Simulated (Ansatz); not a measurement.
A run of Ansatz 0.2.0 is set up as follows.

File input.yaml:

```yaml
crystal:
  lattice:
    - [3.81369522, 0.0, 0.0]
    - [0.0, 3.81369522, 0.0]
    - [0.0, 0.0, 4.8869133]
  atoms:
    - { symbol: Sn, position: [0.5, 0.0, 0.76462614] }
    - { symbol: Sn, position: [0.0, 0.5, 0.23537386] }
    - { symbol: O, position: [0.0, 0.0, 0.0] }
    - { symbol: O, position: [0.5, 0.5, 0.0] }
hamiltonian:
  xc: pbesol
  pseudopotentials: { kind: paw }
kpoints:
  mp_grid: { grid: [6, 6, 5] }
scf:
  occupations: { method: fixed }
phonons:
  method: dfpt
  dielectric: true
  rigid_motions: translations
```

Potentials or basis: Ansatz PAW.

Run with:

```console
$ ansatz run input.yaml --threads 2 --pin off --max-ram 5120MiB --backend cpu --events-out ev --progress --plain --runs-dir out
```

**Question.** Predict the electronic dielectric tensor (diagonal).

**Answer.** 8.19, 8.19, 7.17.

**Question.** What does it give for the Born charges (mean of the diagonal)?

**Answer.** Sn +3.03; O -3.03 e.

**Question.** Predict the static dielectric tensor (diagonal).

**Answer.** 21.96, 21.96, 13.20.

**Question.** Estimate the highest phonon frequency at Γ, LO-TO splitting left out.

**Answer.** 450 cm⁻¹.

**Question.** Estimate the band gap on the k mesh.

**Answer.** 0.12 eV, indirect (least direct gap 1.99 eV).

Born effective charge tensors (e):
atom 1, Sn
```
3.10 0.00 0.00
0.00 3.10 0.00
0.00 0.00 2.90
```
atom 2, Sn
```
3.10 0.00 0.00
0.00 3.10 0.00
0.00 0.00 2.90
```
atom 3, O
```
-3.10  0.00  0.00
 0.00 -3.10  0.00
 0.00  0.00 -2.90
```
atom 4, O
```
-3.10  0.00  0.00
 0.00 -3.10  0.00
 0.00  0.00 -2.90
```

Caveat: the gap is small at this level, which inflates the dielectric constant; odd divisions of the mesh miss points on the zone boundary, where band edges often lie, so the gap on the mesh can be too wide; spin-orbit coupling is left out, which moves the levels of the heavy elements. A k mesh can miss the band edges.
